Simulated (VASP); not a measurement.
Runs of VASP 6.6.1 on NaH. All rows change the cell; the cell of one of them follows. Symmetry: Imm2, No. 44, orthorhombic system. The conventional cell has a = 3.644 Å, b = 3.701 Å, c = 5.194 Å, α = 90.00°, β = 90.00°, γ = 90.00°. Na (site symmetry mm2) has 4 H at 2.25 Å as nearest neighbours. H (site symmetry mm2) is surrounded by 4 Na at 2.25 Å. The cell was built by a generator and needn't be a form met in nature.

| level | cell | k mesh | smearing | exchange at q = 0 | grid for exact exchange (PRECFOCK) | screening parameter | gap on the mesh (eV) | pressure (GPa) |
| --- | --- | --- | --- | --- | --- | --- | --- | --- |
| PBE | shear_xy strain +1.5% | 8 × 8 × 8 | fermi-dirac 0.02 eV | - | - | - | 3.57 | 0.2 |
| r2SCAN | uniaxial_z strain -1.6% | 8 × 8 × 8 | gaussian 0.01 eV | - | - | - | 4.06 | 0.2 |
| r2SCAN | shear_xy strain +1.5% | 8 × 8 × 8 | gaussian 0.01 eV | - | - | - | 4.01 | (b) |
| HSE06 | epitaxial_xy strain -2.2% | 6 × 6 × 6 | gaussian 0.01 eV | truncated | Normal | 0.2079 1/A | 4.58 | (a) |

Alike in all rows: task single point; potentials or basis VASP PAW PBE potentials, release 64 (Na_pv, H); no spin polarisation; cutoff (eV) 520.

Problem. Fill in the values left out.

Solution. (a) 0.3; (b) -0.2.

Caveats: the PAW data sets were made with another functional, which shifts forces and pressure a little (some runs).

A k mesh can miss the band edges.
